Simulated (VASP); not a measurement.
# BaTe (I4/mmm) in VASP: further runs

Runs on BaTe. Level: PBE. Tasks: single point.

Everything below comes from runs of VASP 6.6.1. Logs are shortened: lines on timing, memory, paths and dates and some standing lists are left out, and cuts for length are marked.

**1. The crystal as given**

Symmetry: I4/mmm, No. 139, tetragonal system. Conventional cell: a = 4.297 Å, b = 4.297 Å, c = 8.592 Å, α = 90.00°, β = 90.00°, γ = 90.00°. Ba (site symmetry 4/mmm) is surrounded by 4 Te at 3.04 Å. Te (site symmetry 4/mmm) has 4 Ba at 3.04 Å as nearest neighbours.

**2. Single point, PBE**

Contents of INCAR:

```
PREC     = Accurate       # precision mode
ENCUT    = 520            # plane-wave cutoff, eV
EDIFF    = 1E-6           # SCF threshold, eV
ISMEAR   = 0              # smearing method
SIGMA    = 0.05           # smearing width, eV
LREAL    = F              # projectors in reciprocal space
LASPH    = T              # aspherical terms in the spheres
NELM     = 100            # most SCF steps
ALGO     = Normal         # electronic algorithm
ISIF     = 2              # what is computed and relaxed
LWAVE    = F              # write WAVECAR
LCHARG   = F              # write CHGCAR
GGA      = PE             # functional
NBANDS   = 15             # bands
```

Contents of KPOINTS:

```
regular mesh
0
Gamma
  8 8 8
```

Contents of POSCAR:

```
BaTe
1.0
    0.0000000000      3.0381175667      4.2958982393
    3.0381175667      0.0000000000      4.2958982393
    3.0381175667      3.0381175667      0.0000000000
Ba Te
1 1
Direct
    0.0000000000      0.0000000000      0.0000000000
    0.5000000000      0.5000000000      0.5000000000
```

Potentials or basis: VASP PAW PBE potentials, release 64 (Ba_sv, Te).

Started as:

```sh
> cat potpaw_PBE.64/Ba_sv/POTCAR potpaw_PBE.64/Te/POTCAR > POTCAR
> mpirun -np 1 vasp_std > vasp.out
```

OUTCAR:

```text
PREC = Accurate
   ENCUT = 520
   EDIFF = 1E-6
   ISMEAR = 0
   LREAL = F
   LASPH = T
   NELM = 100
   ISIF = 2
   GGA = PE

 ion  position               nearest neighbor table
   1  0.000  0.000  0.000-   2 3.04   2 3.04   2 3.04   2 3.04
   2  0.500  0.500  0.500-   1 3.04   1 3.04   1 3.04   1 3.04

  LATTYP: Found a body centered tetragonal cell.
 ALAT       =     4.2965470669
 C/A-ratio  =     1.9996979772

  Lattice vectors:

 A1 = (  -3.0381175667,   0.0000000000,   4.2958982393)
 A2 = (   3.0381175667,   0.0000000000,   4.2958982393)
 A3 = (   0.0000000000,   3.0381175667,  -4.2958982393)

Analysis of symmetry for initial positions (statically):
=====================================================================
 Subroutine PRICEL returns:
 Original cell was already a primitive cell.

 Routine SETGRP: Setting up the symmetry group for a
 body centered tetragonal supercell.

 Subroutine GETGRP returns: Found 16 space group operations
 (whereof 16 operations were pure point group operations)
 out of a pool of 16 trial point group operations.

The static configuration has the point symmetry D_4h.

Analysis of symmetry for dynamics (positions and initial velocities):
=====================================================================
 Subroutine PRICEL returns:
 Original cell was already a primitive cell.

 Routine SETGRP: Setting up the symmetry group for a
 body centered tetragonal supercell.

 Subroutine GETGRP returns: Found 16 space group operations
 (whereof 16 operations were pure point group operations)
 out of a pool of 16 trial point group operations.

The dynamic configuration has the point symmetry D_4h.

 Subroutine INISYM returns: Found 16 space group operations
 (whereof 16 operations are pure point group operations),
 and found     1 'primitive' translations

----------------------------------------------------------------------------------------

                                     Primitive cell

  volume of cell :      79.3036

  direct lattice vectors                    reciprocal lattice vectors
     0.000000000  3.038117567  4.295898239    -0.164575593  0.164575593  0.116390094
     3.038117567  0.000000000  4.295898239     0.164575593 -0.164575593  0.116390094
     3.038117567  3.038117567  0.000000000     0.164575593  0.164575593 -0.116390094

  length of vectors
     5.261644233  5.261644233  4.296547067     0.260224721  0.260224721  0.260224721

  position of ions in fractional coordinates (direct lattice)
     0.000000000  0.000000000  0.000000000
     0.500000000  0.500000000  0.500000000

  ion indices of the primitive-cell ions
   primitive index   ion index
                 1           1
                 2           2

----------------------------------------------------------------------------------------

 KPOINTS: regular mesh

Automatic generation of k-mesh.
 Grid dimensions read from file:
 generate k-points for:    8    8    8

 Generating k-lattice:

  Cartesian coordinates                     Fractional coordinates (reciprocal lattice)
    -0.020571949  0.020571949  0.014548762     0.125000000  0.000000000  0.000000000
     0.020571949 -0.020571949  0.014548762     0.000000000  0.125000000  0.000000000
     0.020571949  0.020571949 -0.014548762     0.000000000  0.000000000  0.125000000

  Length of vectors
     0.032528090  0.032528090  0.032528090

  Shift w.r.t. Gamma in fractional coordinates (k-lattice)
     0.000000000  0.000000000  0.000000000

 Subroutine IBZKPT returns following result:
 ===========================================

 Found     59 irreducible k-points:

 Following reciprocal coordinates:
            Coordinates               Weight
  0.000000  0.000000  0.000000      1.000000
  0.125000  0.000000  0.000000      8.000000
  0.250000  0.000000  0.000000      8.000000
  0.375000  0.000000  0.000000      8.000000
  0.500000  0.000000  0.000000      4.000000
  0.125000  0.125000  0.000000      2.000000
[... 16 lines left out ...]
  0.250000  0.000000  0.125000     16.000000
  0.375000  0.000000  0.125000     16.000000
 [... further k-points ...]
   k-points           NKPTS =     59   k-points in BZ     NKDIM =     59   number of bands    NBANDS=     15
   number of dos      NEDOS =    301   number of ions     NIONS =      2
   total plane-waves  NPLWV =  51200
   dimension x,y,z NGX =    40 NGY =   40 NGZ =   32
   dimension x,y,z NGXF=    80 NGYF=   80 NGZF=   64
   ions per type =               1   1
   NGX,Y,Z   is equivalent  to a cutoff of  12.64, 12.64, 12.38 a.u.
   NGXF,Y,Z  is equivalent  to a cutoff of  25.28, 25.28, 24.76 a.u.
 SYSTEM =  unknown system
   PREC   = accura    normal or accurate (medium, high low for compatibility)
   ISTART =      0    job   : 0-new  1-cont  2-samecut
   ICHARG =      2    charge: 1-file 2-atom 10-const
   ISPIN  =      1    spin polarized calculation?
   LNONCOLLINEAR =      F non collinear calculations
   LSORBIT =      F    spin-orbit coupling
   LASPH  =      T    aspherical Exc in radial PAW
   ENCUT  =  520.0 eV  38.22 Ry    6.18 a.u.   9.78  9.78  7.99*2*pi/ulx,y,z
   NELM   =    100;   NELMIN=  2; NELMDL= -5     # of ELM steps
   EDIFF  = 0.1E-05   stopping-criterion for ELM
   LREAL  =      F    real-space projection
   EDIFFG = 0.1E-04   stopping-criterion for IOM
   NSW    =      0    number of steps for IOM
   IBRION =     -1    ionic relax: 0-MD 1-quasi-New 2-CG
   NFREE  =      0    steps in history (QN), initial steepest desc. (CG)
   ISIF   =      2    stress and relaxation
   ISYM   =      2    0-nonsym 1-usesym 2-fastsym
   POTIM  = 0.5000    time-step for ionic-motion
   TEBEG  =    0.0;   TEEND  =   0.0 temperature during run
   PSTRESS=    0.0 pullay stress
   NELECT =      16.0000    total number of electrons
   NUPDOWN=      -1.0000    fix difference up-down
   EMIN   =  10.00;   EMAX   =-10.00  energy-range for DOS
   EFERMI =   0.00;   METHOD = LEGACY
   ISMEAR =     0;   SIGMA  =   0.05  broadening in eV -4-tet -1-fermi 0-gaus
   EFERMI_NEDOS =   21; number of points for ismear=-14 and -15
   IALGO  =     38    algorithm
   IMIX   =      4    mixing-type and parameters
     AMIX     =   0.40;   BMIX     =  1.00
     AMIX_MAG =   1.60;   BMIX_MAG =  1.00
  volume/ion in A,a.u.               =      39.65       267.58
  Fermi-wavevector in a.u.,A,eV,Ry     =   0.960175  1.814468 12.543704  0.921936
  Thomas-Fermi vector in A             =   2.089436
   LORBIT       =      0    0 simple, 1 ext, 2 COOP (PROOUT), +10 PAW based schemes
   GGA     = PE    functional components
   LHFCALC =     F    Hartree Fock is set to
   AEXX    =    0.0000 exact exchange contribution
   IVDW    =     0    specifies the selected vdW correction
   LEPSILON=     F    determine dielectric tensor
   LRPA    =     F    only Hartree local field effects (RPA)
 non-spin polarized calculation
 Gauss-broadening in eV      SIGMA  =   0.05
  energy-cutoff  :      520.00
  volume of cell :       79.30
 maximum number of plane-waves:      2168
   NGX = 19   NGY = 19   NGZ = 15

 number of electron      16.0000000 magnetization

 Free energy of the ion-electron system (eV)
  ---------------------------------------------------
  ext. energy  EPLUGINS =         0.00000000
  ---------------------------------------------------
  free energy    TOTEN  =        -6.90929474 eV

  energy without entropy =       -6.90929474  energy(sigma->0) =       -6.90929474

 E-fermi :   3.6273     XC(G=0):  -8.3658

 val. band max:        3.3987878003   @ k =   0.0000   0.0000   0.0000
 cond. band min:       3.9371975843   @ k =   0.5000   0.5000   0.0000
 fundamental gap:      0.5384097840
 Fermi energy:         3.6272945270

 k-point     1 :       0.0000    0.0000    0.0000
  band No.  band energies     occupation
      1     -23.7683      2.00000
      2      -9.0917      2.00000
      3      -9.0896      2.00000
      4      -9.0896      2.00000
      5      -7.1311      2.00000
      6       2.2773      2.00000
      7       3.3988      2.00000
      8       3.3988      2.00000
      9       4.2126      0.00000
     10       4.3289      0.00000
     11       6.6580      0.00000
     12       6.6580      0.00000
     13       7.1130      0.00000
     14       8.5993      0.00000
     15      10.2564      0.00000

 k-point     2 :       0.1250    0.0000    0.0000
  band No.  band energies     occupation
      1     -23.7622      2.00000
      2      -9.3591      2.00000
      3      -9.0927      2.00000
      4      -9.0671      2.00000
      5      -6.7805      2.00000
      6       2.0302      2.00000
      7       2.6565      2.00000
      8       2.8825      2.00000
      9       4.5369      0.00000
     10       4.8735      0.00000
     11       6.6643      0.00000
     12       6.7974      0.00000
     13       7.9317      0.00000
     14       9.2792      0.00000
     15      10.8632      0.00000

 k-point     3 :       0.2500    0.0000    0.0000
  band No.  band energies     occupation
      1     -23.7472      2.00000
      2      -9.8227      2.00000
      3      -9.0949      2.00000
      4      -9.0116      2.00000
      5      -6.0940      2.00000
      6       1.3706      2.00000
      7       1.7310      2.00000
      8       2.0246      2.00000
      9       5.2443      0.00000
     10       5.8710      0.00000
     11       6.9253      0.00000
     12       7.1863      0.00000
     13       9.6879      0.00000
     14      10.2497      0.00000
     15      11.1515      0.00000

 k-point     4 :       0.3750    0.0000    0.0000
  band No.  band energies     occupation
      1     -23.7322      2.00000
      2     -10.1695      2.00000
      3      -9.0969      2.00000
      4      -8.9542      2.00000
      5      -5.4704      2.00000
      6       0.4957      2.00000
      7       1.3280      2.00000
      8       1.3962      2.00000
      9       6.0941      0.00000
     10       7.1571      0.00000
     11       7.6302      0.00000
     12       7.7101      0.00000
     13       9.0164      0.00000
     14      11.2627      0.00000
     15      11.5159      0.00000
[... 307 lines left out ...]
 k-point    22 :       0.1250    0.0000    0.1250
  band No.  band energies     occupation
      1     -23.7566      2.00000
      2      -9.4437      2.00000
      3      -9.1602      2.00000
      4      -9.0837      2.00000
      5      -6.5379      2.00000
      6       1.9254      2.00000
      7       2.0783      2.00000
      8       2.9377      2.00000
      9       4.4558      0.00000
     10       5.4337      0.00000
     11       6.0592      0.00000
     12       7.3942      0.00000
     13       7.8528      0.00000
     14      10.2419      0.00000
     15      11.2448      0.00000

 k-point    23 :       0.2500    0.0000    0.1250
  band No.  band energies     occupation
      1     -23.7422      2.00000
      2      -9.7898      2.00000
      3      -9.1382      2.00000
      4      -9.0795      2.00000
      5      -6.0466      2.00000
      6       1.0796      2.00000
      7       1.8011      2.00000
      8       2.4617      2.00000
      9       4.9529      0.00000
     10       5.8656      0.00000
     11       6.3423      0.00000
     12       8.0191      0.00000
     13       8.8588      0.00000
     14      10.5085      0.00000
     15      11.8331      0.00000

 k-point    24 :       0.3750    0.0000    0.1250
  band No.  band energies     occupation
      1     -23.7272      2.00000
      2     -10.0991      2.00000
      3      -9.0848      2.00000
      4      -9.0647      2.00000
      5      -5.6350      2.00000
      6       0.5864      2.00000
      7       1.4624      2.00000
      8       1.7974      2.00000
      9       5.6836      0.00000
     10       6.3440      0.00000
     11       7.5734      0.00000
     12       8.3690      0.00000
     13       9.2584      0.00000
     14      10.4383      0.00000
     15      12.0371      0.00000

 [... further k-points ...]
[... 5 lines left out ...]
  --------------------------------------------------------------------------------------
  -------------------------------------------------------------------------------------
  Total       12.1291309     12.1291309     -1.4259668      0.0000000     -0.0000000      0.0000000
  in kB      245.0457272    245.0457272    -28.8089118      0.0000000     -0.0000000      0.0000000
  external PRESSURE =     153.7608475 kB  Pullay stress =       0.0000000 kB

 VOLUME and BASIS-vectors are now :
 -----------------------------------------------------------------------------
  energy-cutoff  :      520.00
  volume of cell :       79.30
      direct lattice vectors                 reciprocal lattice vectors
     0.000000000  3.038117567  4.295898239    -0.164575593  0.164575593  0.116390094
     3.038117567  0.000000000  4.295898239     0.164575593 -0.164575593  0.116390094
     3.038117567  3.038117567  0.000000000     0.164575593  0.164575593 -0.116390094

 POSITION                                       TOTAL-FORCE (eV/Angst)
 -----------------------------------------------------------------------------------
      0.00000      0.00000      0.00000        -0.000000      0.000000     -0.000000
      3.03812      3.03812      4.29590         0.000000     -0.000000      0.000000
 -----------------------------------------------------------------------------------
    total drift:                                0.000000     -0.000000     -0.000000

  FREE ENERGIE OF THE ION-ELECTRON SYSTEM (eV)
  ---------------------------------------------------
  free  energy   TOTEN  =        -6.9092947448 eV

  energy  without entropy=       -6.9092947448  energy(sigma->0) =       -6.90929474
```

Run time: 64 s. Hardware: 1 thread of Intel Xeon Platinum 8259CL at 2.50GHz (Skylake/Cascade Lake), shared host; peak memory 0.26 GiB.

Results:

```yaml
Free_energy: -6.9093 eV
Pressure: 15.4 GPa
Band_gap_on_the_k_mesh: 0.54 eV, indirect (least direct gap 0.66 eV)
```

Stress tensor (GPa, compression positive):
```
24.50  0.00  0.00
 0.00 24.50  0.00
 0.00  0.00 -2.88
```

Levels at points of the mesh, in eV from the valence-band top:
| k point | band 4 | band 5 | band 6 | band 7 | band 8 | band 9 | band 10 | band 11 | band 12 | band 13 |
| --- | --- | --- | --- | --- | --- | --- | --- | --- | --- | --- |
| (0.00, 0.00, 0.00) | -12.49 | -10.53 | -1.12 | 0.00 | 0.00 | 0.81 | 0.93 | 3.26 | 3.26 | 3.71 |
| (0.50, 0.00, 0.00) | -12.33 | -8.61 | -3.27 | -2.23 | -2.21 | 3.35 | 4.15 | 4.61 | 4.99 | 5.35 |
| (0.50, 0.50, 0.00) | -12.51 | -10.43 | -2.28 | -0.12 | -0.12 | 0.54 | 3.88 | 4.88 | 4.88 | 5.20 |
| (0.50, 0.00, 0.50) | -12.46 | -10.38 | -1.29 | -0.77 | -0.42 | 0.90 | 3.29 | 3.47 | 6.02 | 6.32 |

Caveat: so large a pressure means that the cell lies far from this level's equilibrium, or that cutoff or potentials fall short; spin-orbit coupling is left out, which moves the levels of the heavy elements.

[end of part 1 of 2]
